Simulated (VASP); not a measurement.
# PbSe (Pm-3m) in VASP: further runs

One crystal, PbSe, is run at these levels: PBEsol; tasks: single point.

All numbers are computed with VASP 6.6.1; they aren't measurements. Logs are shortened: lines on timing, memory, paths and dates and some standing lists are left out, and cuts for length are marked.

### 1 The structure

It takes space group Pm-3m (No. 221, cubic). The conventional cell has a = 3.784 Å, b = 3.784 Å, c = 3.784 Å, α = 90.00°, β = 90.00°, γ = 90.00°. Pb (site symmetry m-3m) has 8 Se at 3.28 Å as nearest neighbours. Around Se (site symmetry m-3m) lie 8 Pb at 3.28 Å.

Measurements of this composition are mostly on another form, of space group No. 225.

### 2 Single point, PBEsol

File INCAR:

```
SYSTEM = PbSe
  ADDGRID = .False.
  ALGO = Normal
  EDIFF = 1E-6
  ENCUT = 460
  GGA = PS
  ISIF = 2
  ISMEAR = 0
  LASPH = .True.
  LCHARG = .False.
  LREAL = .False.
  LWAVE = .False.
  NELM = 100
  PREC = Accurate
  SIGMA = 0.05
```

File KPOINTS:

```
k-points
0
Gamma
  4 4 4
  0 0 0
```

File POSCAR:

```
PbSe
1.0
    3.7843220000      0.0000000000      0.0000000000
    0.0000000000      3.7843220000      0.0000000000
    0.0000000000      0.0000000000      3.7843220000
Pb Se
1 1
Direct
    0.0499830000      0.0304240000      0.0268320000
    0.4857650000      0.4915870000      0.4882140000
```

Potentials or basis: VASP PAW PBE potentials, release 64 (Pb_d, Se).

Run with:

```sh
> cat potpaw_PBE.64/Pb_d/POTCAR potpaw_PBE.64/Se/POTCAR > POTCAR
> mpirun -np 1 vasp_std > vasp.out
```

OUTCAR:

```text
SYSTEM = PbSe
   EDIFF = 1E-6
   ENCUT = 460
   GGA = PS
   ISIF = 2
   ISMEAR = 0
   LASPH = .True.
   LREAL = .False.
   NELM = 100
   PREC = Accurate

 Found     36 irreducible k-points:

 Following reciprocal coordinates:
            Coordinates               Weight
  0.000000  0.000000  0.000000      1.000000
  0.250000  0.000000  0.000000      2.000000
  0.000000  0.250000  0.000000      2.000000
  0.000000  0.000000  0.250000      2.000000
  0.500000  0.000000  0.000000      1.000000
  0.000000  0.500000  0.000000      1.000000
   k-points           NKPTS =     36   k-points in BZ     NKDIM =     36   number of bands    NBANDS=     14
   number of dos      NEDOS =    301   number of ions     NIONS =      2
   total plane-waves  NPLWV =  21952
   dimension x,y,z NGX =    28 NGY =   28 NGZ =   28
   dimension x,y,z NGXF=    56 NGYF=   56 NGZF=   56
   ions per type =               1   1
   NGX,Y,Z   is equivalent  to a cutoff of  12.30, 12.30, 12.30 a.u.
   NGXF,Y,Z  is equivalent  to a cutoff of  24.60, 24.60, 24.60 a.u.
 SYSTEM =  PbSe
   PREC   = accura    normal or accurate (medium, high low for compatibility)
   ISTART =      0    job   : 0-new  1-cont  2-samecut
   ICHARG =      2    charge: 1-file 2-atom 10-const
   ISPIN  =      1    spin polarized calculation?
   LNONCOLLINEAR =      F non collinear calculations
   LSORBIT =      F    spin-orbit coupling
   LASPH  =      T    aspherical Exc in radial PAW
   ENCUT  =  460.0 eV  33.81 Ry    5.81 a.u.   6.62  6.62  6.62*2*pi/ulx,y,z
   NELM   =    100;   NELMIN=  2; NELMDL= -5     # of ELM steps
   EDIFF  = 0.1E-05   stopping-criterion for ELM
   LREAL  =      F    real-space projection
   EDIFFG = 0.1E-04   stopping-criterion for IOM
   NSW    =      0    number of steps for IOM
   IBRION =     -1    ionic relax: 0-MD 1-quasi-New 2-CG
   NFREE  =      0    steps in history (QN), initial steepest desc. (CG)
   ISIF   =      2    stress and relaxation
   ISYM   =      2    0-nonsym 1-usesym 2-fastsym
   POTIM  = 0.5000    time-step for ionic-motion
   TEBEG  =    0.0;   TEEND  =   0.0 temperature during run
   PSTRESS=    0.0 pullay stress
   NELECT =      20.0000    total number of electrons
   NUPDOWN=      -1.0000    fix difference up-down
   EMIN   =  10.00;   EMAX   =-10.00  energy-range for DOS
   EFERMI =   0.00;   METHOD = LEGACY
   ISMEAR =     0;   SIGMA  =   0.05  broadening in eV -4-tet -1-fermi 0-gaus
   EFERMI_NEDOS =   21; number of points for ismear=-14 and -15
   IALGO  =     38    algorithm
   IMIX   =      4    mixing-type and parameters
     AMIX     =   0.40;   BMIX     =  1.00
     AMIX_MAG =   1.60;   BMIX_MAG =  1.00
  volume/ion in A,a.u.               =      27.10       182.87
  Fermi-wavevector in a.u.,A,eV,Ry     =   1.174258  2.219025 18.760817  1.378881
  Thomas-Fermi vector in A             =   2.310658
   LORBIT       =      0    0 simple, 1 ext, 2 COOP (PROOUT), +10 PAW based schemes
   GGA     = PS    functional components
   LHFCALC =     F    Hartree Fock is set to
   AEXX    =    0.0000 exact exchange contribution
   IVDW    =     0    specifies the selected vdW correction
   LEPSILON=     F    determine dielectric tensor
   LRPA    =     F    only Hartree local field effects (RPA)
 non-spin polarized calculation
 Gauss-broadening in eV      SIGMA  =   0.05
  energy-cutoff  :      460.00
  volume of cell :       54.20
 maximum number of plane-waves:      1228
 NGX is ok and might be reduce to    28
   NGX = 13   NGY = 13   NGZ = 13

 number of electron      19.9999999 magnetization

 Free energy of the ion-electron system (eV)
  ---------------------------------------------------
  ext. energy  EPLUGINS =         0.00000000
  ---------------------------------------------------
  free energy    TOTEN  =        -8.42736494 eV

  energy without entropy =       -8.42604648  energy(sigma->0) =       -8.42670571

 E-fermi :   5.1468     XC(G=0): -10.0900

 val. band max:        5.0021032445   @ k =   0.0000   0.2500   0.5000
 cond. band min:       5.1605875423   @ k =   0.5000   0.5000   0.0000
 fundamental gap:      0.1584842978
 Fermi energy:         5.1467943680

 k-point     1 :       0.0000    0.0000    0.0000
  band No.  band energies     occupation
      1     -11.6245      2.00000
      2     -11.6178      2.00000
      3     -11.4748      2.00000
      4     -11.4731      2.00000
      5     -11.4670      2.00000
      6      -8.1016      2.00000
      7      -1.7984      2.00000
      8       3.6172      2.00000
      9       3.6943      2.00000
     10       3.7861      2.00000
     11       9.4267      0.00000
     12       9.7658      0.00000
     13      11.4519      0.00000
     14      11.7811      0.00000

 k-point     2 :       0.2500    0.0000    0.0000
  band No.  band energies     occupation
      1     -11.6143      2.00000
      2     -11.5666      2.00000
      3     -11.4971      2.00000
      4     -11.4943      2.00000
      5     -11.4657      2.00000
      6      -7.6782      2.00000
      7      -2.6298      2.00000
      8       3.6234      2.00000
      9       4.1387      2.00000
     10       4.1624      2.00000
     11       8.0656      0.00000
     12       9.6851      0.00000
     13      10.1272      0.00000
     14      11.0844      0.00000

 k-point     3 :       0.0000    0.2500    0.0000
  band No.  band energies     occupation
      1     -11.6193      2.00000
      2     -11.5607      2.00000
      3     -11.4969      2.00000
      4     -11.4914      2.00000
      5     -11.4707      2.00000
      6      -7.6626      2.00000
      7      -2.6818      2.00000
      8       3.5954      2.00000
      9       4.1627      2.00000
     10       4.2517      2.00000
     11       8.1635      0.00000
     12       9.4618      0.00000
     13      10.0855      0.00000
     14      11.2788      0.00000

 k-point     4 :       0.0000    0.0000    0.2500
  band No.  band energies     occupation
      1     -11.6193      2.00000
      2     -11.5606      2.00000
      3     -11.4969      2.00000
      4     -11.4914      2.00000
      5     -11.4707      2.00000
      6      -7.6624      2.00000
      7      -2.6821      2.00000
      8       3.5952      2.00000
      9       4.1633      2.00000
     10       4.2519      2.00000
     11       8.1642      0.00000
     12       9.4603      0.00000
     13      10.0856      0.00000
     14      11.2797      0.00000

 k-point     5 :       0.5000    0.0000    0.0000
  band No.  band energies     occupation
      1     -11.6108      2.00000
      2     -11.5245      2.00000
      3     -11.5154      2.00000
      4     -11.5045      2.00000
      5     -11.4637      2.00000
      6      -7.0770      2.00000
      7      -3.6628      2.00000
      8       4.4940      2.00000
      9       4.8079      2.00000
     10       4.8203      2.00000
     11       5.6515      0.00000
     12       8.7474      0.00000
     13       8.7870      0.00000
     14      11.5969      0.00000

 k-point     6 :       0.0000    0.5000    0.0000
  band No.  band energies     occupation
      1     -11.6155      2.00000
      2     -11.5227      2.00000
      3     -11.5137      2.00000
      4     -11.5005      2.00000
      5     -11.4681      2.00000
      6      -7.0253      2.00000
      7      -3.7752      2.00000
      8       4.5328      2.00000
      9       4.8684      2.00000
     10       4.8970      2.00000
     11       5.6886      0.00000
     12       8.6394      0.00000
     13       8.7453      0.00000
     14      11.6370      0.00000

 [... further k-points ...]

------------------------ aborting loop because EDIFF is reached ----------------------------------------

  FORCE on cell =-STRESS in cart. coord.  units (eV):
  Direction    XX          YY          ZZ          XY          YZ          ZX
  --------------------------------------------------------------------------------------
  -------------------------------------------------------------------------------------
  Total       -0.4037851     -0.4617281     -0.4616744      0.1652396      0.1055168      0.1642811
  in kB      -11.9370398    -13.6499995    -13.6484112      4.8849531      3.1193777      4.8566183
  external PRESSURE =     -13.0784835 kB  Pullay stress =       0.0000000 kB

 VOLUME and BASIS-vectors are now :
 -----------------------------------------------------------------------------
  energy-cutoff  :      460.00
  volume of cell :       54.20
      direct lattice vectors                 reciprocal lattice vectors
     3.784322000  0.000000000  0.000000000     0.264248127  0.000000000  0.000000000
     0.000000000  3.784322000  0.000000000     0.000000000  0.264248127  0.000000000
     0.000000000  0.000000000  3.784322000     0.000000000  0.000000000  0.264248127

 POSITION                                       TOTAL-FORCE (eV/Angst)
 -----------------------------------------------------------------------------------
      0.18915      0.11513      0.10154         0.147655      0.113001      0.112614
      1.83829      1.86032      1.84756        -0.147655     -0.113001     -0.112614
 -----------------------------------------------------------------------------------
    total drift:                               -0.000528     -0.000261     -0.000250

  FREE ENERGIE OF THE ION-ELECTRON SYSTEM (eV)
  ---------------------------------------------------
  free  energy   TOTEN  =        -8.4273649422 eV

  energy  without entropy=       -8.4260464834  energy(sigma->0) =       -8.42670571
```

It took 13 s on 1 thread of Intel Xeon Platinum 8488C (Sapphire Rapids), shared host; peak memory 0.16 GiB.

These settings aren't checked as converged: the numbers below hold their error.

What came out:

```
Free energy            : -8.4274 eV
Pressure               : -1.3 GPa
Largest force          : 0.217 eV/Å
Band gap on the k mesh : none (metal or under the smearing width)
```

Caveat: the k mesh is coarse (spacing up to 0.42 Å⁻¹), so the values aren't converged; the PAW data sets were made with another functional, which shifts forces and pressure a little.

(Continued in part 2 of 3.)
